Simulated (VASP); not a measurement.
# PbSe (Clausthalite): relaxation of the atoms with PBE

Crystal: PbSe (Clausthalite).

```
CELL_PARAMETERS angstrom
0.00000 3.06682 3.06682
3.06682 0.00000 3.06682
3.06682 3.06682 0.00000
ATOMIC_POSITIONS crystal
Pb 0.00000 0.00000 0.00000
Se 0.50000 0.50000 0.50000
```

The cell isn't the ideal one: a relaxed cell with its volume scaled by 0.96.

```yaml
Program: VASP 6.6.1
Task: relaxation of the atoms
Functional: PBE
Potentials_or_basis: VASP PAW PBE potentials, release 64 (Pb_d, Se)
Cutoff: 600 eV
k_mesh: 8 × 8 × 8
Occupations: gaussian, width 0.03 eV
Spin: no spin polarisation
Further_INCAR_settings: ALGO = Fast; EDIFF = 1e-07; IBRION = 2; EDIFFG = -0.01; NSW = 40
```

```json
{
 "Pressure after relaxing": "2.1 GPa",
 "Band gap on the k mesh": "0.31 eV, direct"
}
```

Final structure:
```cif
data_structure
_symmetry_space_group_name_H-M 'P 1'
_symmetry_Int_Tables_number 1
_cell_length_a 4.3371
_cell_length_b 4.3371
_cell_length_c 4.3371
_cell_angle_alpha 60.000
_cell_angle_beta 60.000
_cell_angle_gamma 60.000
_cell_volume 57.69
loop_
_atom_site_label
_atom_site_type_symbol
_atom_site_fract_x
_atom_site_fract_y
_atom_site_fract_z
_atom_site_occupancy
Pb1 Pb 0.00000 0.00000 0.00000 1
Se1 Se 0.50000 0.50000 0.50000 1
```

Levels at points of the mesh, in eV from the valence-band top:
| k point | band 6 | band 7 | band 8 | band 9 | band 10 | band 11 | band 12 | band 13 | band 14 |
| --- | --- | --- | --- | --- | --- | --- | --- | --- | --- |
| (0.00, 0.00, 0.00) | -13.54 | -6.31 | -1.85 | -1.85 | -1.85 | 4.70 | 4.70 | 4.70 | 6.53 |
| (0.50, 0.00, 0.00) | -12.49 | -8.77 | -1.44 | -1.44 | 0.00 | 0.31 | 1.71 | 1.71 | 8.55 |
| (0.50, 0.50, 0.00) | -12.13 | -7.37 | -4.93 | -3.19 | -3.19 | 3.72 | 5.59 | 5.59 | 6.03 |

Wall time 14 s on 1 thread of Intel(R) Xeon(R) 6975P-C (Granite Rapids) (shared host), peak memory 0.22 GiB.

Caveat: the relaxation stopped at its first step, so nothing moved; spin-orbit coupling is left out, which as a rule narrows the gap of such compounds by several tenths of an eV. A k mesh can miss the band edges.
